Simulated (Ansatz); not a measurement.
# SiC (Fm-3m): the volume at zero pressure

Where does the pressure of SiC (Fm-3m) vanish?

Program: Ansatz 0.2.0. Level of theory: DFT PBE, scalar-relativistic, plane waves, PAW. These are calculated values, not measurements.

## (1) The system as given

It takes space group Fm-3m (No. 225, cubic). Conventional cell: a = 4.176 Å, b = 4.176 Å, c = 4.176 Å, α = 90.00°, β = 90.00°, γ = 90.00°. C (site symmetry m-3m) is surrounded by 6 Si at 2.09 Å. Si (site symmetry m-3m) is surrounded by 6 C at 2.09 Å.

Coordinates:

```xyz
2
Lattice="0.0000 2.0881 2.0881 2.0881 0.0000 2.0881 2.0881 2.0881 0.0000" Properties=species:S:1:pos:R:3 pbc="T T T"
C     0.0000    0.0000    0.0000
Si    2.0881    2.0881    2.0881
```

## (2) First run, at the start cell

The input, input.yaml:

```yaml
crystal:
  lattice:
    - [0.0, 2.08810077, 2.08810077]
    - [2.08810077, 0.0, 2.08810077]
    - [2.08810077, 2.08810077, 0.0]
  atoms:
    - { symbol: C, position: [0.0, 0.0, 0.0] }
    - { symbol: Si, position: [0.5, 0.5, 0.5] }
basis:
  ecutwfc: 420
  ecutrho_ratio: 4
kpoints:
  mp_grid: { grid: [18, 18, 18] }
hamiltonian:
  xc: pbe
scf:
  occupations: { method: gaussian, width: 0.05 }
output:
  forces: true
  stress: true
  eigenvalues: true
```

Command:

```
$ ansatz run input.yaml --threads 1 --pin off --max-ram 2560MiB --backend cpu --events-out ev --progress --plain --runs-dir out
```

What it wrote, cut to the lines that bear on the results:

```text
Warning: RAYON_NUM_THREADS=1 ignored (pool sized by the plan → 1); use --threads N
[...]
Pseudopotentials: kind: paw
Pseudopotential: C, paw, valence charge 4, recommended cutoff 420 eV (normal), C.paw.azcp
Pseudopotential: Si, paw, valence charge 4, recommended cutoff 420 eV (normal), Si.paw.azcp
Functional definition: PBE
[...]
Crystal: 2 atoms, lattice volume = 18.209 Å³
Basis set: ecut = 420 eV, 339 PW (Γ), exchange–correlation on 40×40×40 points (8 copies of the dense FFT grid, shifted against one another)
Bands: 8, of which v1, the nominal top of the filled ones, is band 4 counted from 1 (3 counted from 0)
Symmetry: 48 space group operations
Space group: Fm-3m (ITA 225), of the structure as read, at distance tolerance 2.6e-5 Å
k-points: 195 of 5832
[...]
SCF iter   1: F=—  HF=-885.594695 eV  |F-HF|=—  |Δ(HF+E_count)|=         —  Δρ=1.44e-3  dr2=1.18e-4  ethr=1.77e-3  ⟨swp⟩=5.3  Hψ=11890  notcnv=0
[...]
SCF iter   6: F=-885.594932 eV  HF=-885.594932 eV  |F-HF|=1.42e-8  |Δ(HF+E_count)|=   3.73e-8  Δρ=9.55e-6  dr2=1.88e-8  ethr=1.25e-9  ⟨swp⟩=4.0  Hψ=4347  notcnv=0
[...]
SCF converged after 6 iterations
Free energy (F): -885.594932 eV
[...]
E sigma→0 (E₀):  -885.594556 eV
Entropy (-TS):   -0.000753 eV (-0.376 meV/atom)
Fermi energy:    12.449506 eV
[...]
--- Forces (eV/Å), atoms counted from 1 ---
  atom   1  C     -0.00000000     0.00000000    -0.00000000
  atom   2  Si    -0.00000000     0.00000000     0.00000000
[...]
--- Stress (GPa, compression-positive) ---
      -17.630831       0.000000      -0.000000
        0.000000     -17.630831       0.000000
       -0.000000      -0.000000     -17.630831
  P = ⅓ Tr σ = -17.6308 GPa (-176.308 kbar)
--- Band table (eV; the first three rows and the last of 195) ---
  k-point 0: bands = ["-4.8391", "12.5639", "12.5639", "12.5639", "18.4439", "21.4664", "21.4664", "21.4664"]
[...]
```

It took 0.95 s on 1 thread of Intel Xeon 6975P-C (Granite Rapids), shared host; peak memory 0.36 GiB.

Result: volume 9.104 Å³/atom, pressure -17.63 GPa, metallic.

## (3) A new volume, run 2

input.yaml: that of step 2 with these lines changed.

```diff
@@ -2,5 +2,5 @@
   lattice:
-    - [0.0, 2.08810077, 2.08810077]
-    - [2.08810077, 0.0, 2.08810077]
-    - [2.08810077, 2.08810077, 0.0]
+    - [0.0, 2.0160391274, 2.0160391274]
+    - [2.0160391274, 0.0, 2.0160391274]
+    - [2.0160391274, 2.0160391274, 0.0]
   atoms:
```

Command:

```
$ ansatz run input.yaml --threads 1 --pin off --max-ram 2560MiB --backend cpu --events-out ev --progress --plain --runs-dir out
```

What it wrote, cut to the lines that bear on the results:

```text
Warning: RAYON_NUM_THREADS=1 ignored (pool sized by the plan → 1); use --threads N
[...]
Pseudopotentials: kind: paw
Pseudopotential: C, paw, valence charge 4, recommended cutoff 420 eV (normal), C.paw.azcp
Pseudopotential: Si, paw, valence charge 4, recommended cutoff 420 eV (normal), Si.paw.azcp
Functional definition: PBE
[...]
Crystal: 2 atoms, lattice volume = 16.388 Å³
Basis set: ecut = 420 eV, 331 PW (Γ), exchange–correlation on 40×40×40 points (8 copies of the dense FFT grid, shifted against one another)
Bands: 8, of which v1, the nominal top of the filled ones, is band 4 counted from 1 (3 counted from 0)
Symmetry: 48 space group operations
Space group: Fm-3m (ITA 225), of the structure as read, at distance tolerance 2.5e-5 Å
k-points: 195 of 5832
[...]
SCF iter   1: F=—  HF=-885.684721 eV  |F-HF|=—  |Δ(HF+E_count)|=         —  Δρ=7.60e-3  dr2=1.03e-2  ethr=1.77e-3  ⟨swp⟩=5.3  Hψ=11972  notcnv=0
[...]
SCF iter   6: F=-885.681588 eV  HF=-885.681588 eV  |F-HF|=2.24e-10  |Δ(HF+E_count)|=   4.02e-9  Δρ=1.52e-6  dr2=3.59e-10  ethr=2.04e-10  ⟨swp⟩=1.7  Hψ=4803  notcnv=0
[...]
SCF converged after 6 iterations
Free energy (F): -885.681588 eV
[...]
E sigma→0 (E₀):  -885.681422 eV
Entropy (-TS):   -0.000331 eV (-0.166 meV/atom)
Fermi energy:    14.272117 eV
[...]
--- Forces (eV/Å), atoms counted from 1 ---
  atom   1  C     -0.00000000     0.00000000    -0.00000000
  atom   2  Si    -0.00000000     0.00000000    -0.00000000
[...]
--- Stress (GPa, compression-positive) ---
        4.742443       0.000000       0.000000
        0.000000       4.742443       0.000000
       -0.000000       0.000000       4.742443
  P = ⅓ Tr σ = 4.7424 GPa (47.424 kbar)
--- Band table (eV; the first three rows and the last of 195) ---
  k-point 0: bands = ["-4.2770", "14.3297", "14.3297", "14.3297", "22.0156", "23.2645", "23.2645", "23.2645"]
[...]
```

It took 0.93 s on 1 thread of Intel Xeon 6975P-C (Granite Rapids), shared host; peak memory 0.36 GiB.

Read off: volume 8.194 Å³/atom, pressure 4.74 GPa, a metal on this mesh.

## (4) Volume adjusted, run 3

input.yaml: that of step 3 with these lines changed.

```diff
@@ -2,5 +2,5 @@
   lattice:
-    - [0.0, 2.0160391274, 2.0160391274]
-    - [2.0160391274, 0.0, 2.0160391274]
-    - [2.0160391274, 2.0160391274, 0.0]
+    - [0.0, 2.0285349359, 2.0285349359]
+    - [2.0285349359, 0.0, 2.0285349359]
+    - [2.0285349359, 2.0285349359, 0.0]
   atoms:
```

Command:

```
$ ansatz run input.yaml --threads 1 --pin off --max-ram 2560MiB --backend cpu --events-out ev --progress --plain --runs-dir out
```

What it wrote, cut to the lines that bear on the results:

```text
Warning: RAYON_NUM_THREADS=1 ignored (pool sized by the plan → 1); use --threads N
[...]
Pseudopotentials: kind: paw
Pseudopotential: C, paw, valence charge 4, recommended cutoff 420 eV (normal), C.paw.azcp
Pseudopotential: Si, paw, valence charge 4, recommended cutoff 420 eV (normal), Si.paw.azcp
Functional definition: PBE
[...]
Crystal: 2 atoms, lattice volume = 16.695 Å³
Basis set: ecut = 420 eV, 331 PW (Γ), exchange–correlation on 40×40×40 points (8 copies of the dense FFT grid, shifted against one another)
Bands: 8, of which v1, the nominal top of the filled ones, is band 4 counted from 1 (3 counted from 0)
Symmetry: 48 space group operations
Space group: Fm-3m (ITA 225), of the structure as read, at distance tolerance 2.6e-5 Å
k-points: 195 of 5832
[...]
SCF iter   1: F=—  HF=-885.687932 eV  |F-HF|=—  |Δ(HF+E_count)|=         —  Δρ=6.01e-3  dr2=6.49e-3  ethr=1.77e-3  ⟨swp⟩=5.3  Hψ=11980  notcnv=0
[...]
the search or the solves at the SCF's close seem to have found levels that the self-consistency loop had missed (the run counts 1). By its estimate they hold under 1e-12 electrons; where the run keeps them, the occupations were computed again with them
[...]
SCF converged after 6 iterations
Free energy (F): -885.686120 eV
[...]
E sigma→0 (E₀):  -885.685977 eV
Entropy (-TS):   -0.000287 eV (-0.143 meV/atom)
Fermi energy:    13.925081 eV
[...]
--- Forces (eV/Å), atoms counted from 1 ---
  atom   1  C     -0.00000000     0.00000000     0.00000000
  atom   2  Si     0.00000000     0.00000000    -0.00000000
[...]
--- Stress (GPa, compression-positive) ---
        0.039285      -0.000000      -0.000000
       -0.000000       0.039285      -0.000000
        0.000000       0.000000       0.039285
  P = ⅓ Tr σ = 0.0393 GPa (0.393 kbar)
--- Band table (eV; the first three rows and the last of 195) ---
  k-point 0: bands = ["-4.3801", "14.0085", "14.0085", "14.0085", "21.3634", "22.9387", "22.9387", "22.9387"]
[...]
```

Run time: 1.2 s. Hardware: 1 thread of Intel Xeon 6975P-C (Granite Rapids), shared host; peak memory 0.36 GiB.

This gives: volume 8.347 Å³/atom, pressure 0.04 GPa, a metal on this mesh.

## (5) The runs together

| run | functional | volume (Å³/atom) | pressure (GPa) | energy from the first of its functional (meV/atom) | k mesh |
| --- | --- | --- | --- | --- | --- |
| 1 | PBE | 9.104 | -17.63 | 0.0 | 18×18×18 |
| 2 | PBE | 8.194 | 4.74 | -43.4 | 18×18×18 |
| 3 | PBE | 8.347 | 0.04 | -45.7 | 18×18×18 |

## (6) What came out

| quantity | value |
| --- | --- |
| volume | 8.347 Å³/atom |
| pressure | 0.04 GPa |
| conventional cell | a = 4.057 Å, b = 4.057 Å, c = 4.057 Å, α = 90.00°, β = 90.00°, γ = 90.00° |
| gap on the mesh | none (metal) |

**Reading.** The volume went from 9.10 to 8.35 Å³/atom (-8.3 %), where 0.04 GPa is left.
